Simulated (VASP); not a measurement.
# CoO: relaxed cell and band gap, by functional

CoO, Fm-3m (no. 225), 2 atoms in the cell.

| Functional | Volume (Å³/atom) | Change from the starting volume (fraction) | Gap, path and mesh (eV) | Moment (μB/cell) | Time (s) |
|---|---|---|---|---|---|
| SOGGA11 (libxc) | 9.41 | -0.028 | 0.00 | 2.83 | 67 |
| HCTH/407 (libxc) | 9.66 | -0.003 | 0.00 | 3.00 | 59 |
| APBE (libxc) | 9.66 | -0.002 | 0.00 | 2.83 | 58 |
| PBEint (libxc) | 9.19 | -0.051 | 0.00 | 2.83 | 87 |
| RGE2 (libxc) | 9.22 | -0.048 | 0.00 | 2.83 | 130 |
| N12 (libxc) | 8.56 | -0.116 | 0.00 | 1.73 | 147 |
| LDA, PW92 (libxc) | 8.37 | -0.136 | 0.00 | 2.02 | 140 |
| PBE (libxc) | 9.50 | -0.019 | 0.00 | 2.83 | 62 |

Limits: Only a ferromagnetic start was run; another order may lie lower and have another gap; semilocal functionals often give no gap for transition-metal compounds that are insulators.

## Input of the first row

INCAR.step1:
```
SYSTEM = CoO
PREC     = Accurate       ! precision mode
ENCUT    = 600            ! plane-wave cutoff, eV
EDIFF    = 1E-7           ! SCF threshold, eV
ISMEAR   = 0              ! smearing method
SIGMA    = 0.02           ! smearing width, eV
LREAL    = .FALSE.        ! projectors in reciprocal space
LASPH    = .TRUE.         ! aspherical terms in the spheres
GGA_COMPAT= .FALSE.      
ALGO     = Normal         ! electronic algorithm
NELM     = 150            ! most SCF steps
ISIF     = 3              ! what is computed and relaxed
LWAVE    = .FALSE.        ! write WAVECAR
LCHARG   = .FALSE.        ! write CHGCAR
ISPIN    = 2              ! spin polarisation
MAGMOM   = 2 0            ! initial moments
LORBIT   = 11             ! projections on sites
LMAXMIX  = 4              ! l up to which the mixer works
GGA      = LIBXC          ! functional
LIBXC1   = GGA_X_SOGGA11
LIBXC2   = GGA_C_SOGGA11
IBRION   = 2              ! ionic algorithm
EDIFFG   = -0.005         ! ionic threshold
NSW      = 60             ! ionic steps
KPAR     = 2             
```

INCAR.step2, as INCAR.step1 but for:
```
- NSW = 60
+ NSW = 40
```

INCAR.step3, as INCAR.step2 but for:
```
- ISIF = 3
- IBRION = 2
- EDIFFG = -0.005
- NSW = 40
+ ISIF = 2
+ NBANDS = 18
```

KPOINTS:
```
k-points
0
Gamma
  8 8 8
```

KPOINTS_OPT:
```
path GXWKGLUWLK,UX
8
line-mode
reciprocal
 0.0000000000  0.0000000000  0.0000000000  G
 0.5000000000  0.0000000000  0.5000000000  X

 0.5000000000  0.0000000000  0.5000000000  X
 0.5000000000  0.2500000000  0.7500000000  W

 0.5000000000  0.2500000000  0.7500000000  W
 0.3750000000  0.3750000000  0.7500000000  K

 0.3750000000  0.3750000000  0.7500000000  K
 0.0000000000  0.0000000000  0.0000000000  G

 0.0000000000  0.0000000000  0.0000000000  G
 0.5000000000  0.5000000000  0.5000000000  L

 0.5000000000  0.5000000000  0.5000000000  L
 0.6250000000  0.2500000000  0.6250000000  U

 0.6250000000  0.2500000000  0.6250000000  U
 0.5000000000  0.2500000000  0.7500000000  W

 0.5000000000  0.2500000000  0.7500000000  W
 0.5000000000  0.5000000000  0.5000000000  L

 0.5000000000  0.5000000000  0.5000000000  L
 0.3750000000  0.3750000000  0.7500000000  K

 0.6250000000  0.2500000000  0.6250000000  U
 0.5000000000  0.0000000000  0.5000000000  X
```

POSCAR.step1:
```
CoO
1.0
    0.0000000000      2.1315000000      2.1315000000
    2.1315000000      0.0000000000      2.1315000000
    2.1315000000      2.1315000000      0.0000000000
Co O
1 1
Direct
    0.0000000000      0.0000000000      0.0000000000
    0.5000000000      0.5000000000      0.5000000000
```

Commands (each step's output is kept before the next begins):
```
cat potpaw_PBE.64/Co/POTCAR potpaw_PBE.64/O/POTCAR > POTCAR
cp INCAR.step1 INCAR
cp POSCAR.step1 POSCAR
mpirun -np 2 vasp_std > vasp.out
cp CONTCAR POSCAR
rm WAVECAR CHG
cp INCAR.step2 INCAR
mpirun -np 2 vasp_std > vasp.out
cp CONTCAR POSCAR
rm WAVECAR CHG
cp INCAR.step3 INCAR
mpirun -np 2 vasp_std > vasp.out
```

Changes of the last row against the first:
```
(all steps)
- LIBXC1 = GGA_X_SOGGA11
- LIBXC2 = GGA_C_SOGGA11
+ LIBXC1 = GGA_X_PBE
+ LIBXC2 = GGA_C_PBE
```

VASP 6.6.1 took 67 s on 2 cores (Intel Xeon Platinum 8488C (Sapphire Rapids)), a shared host.
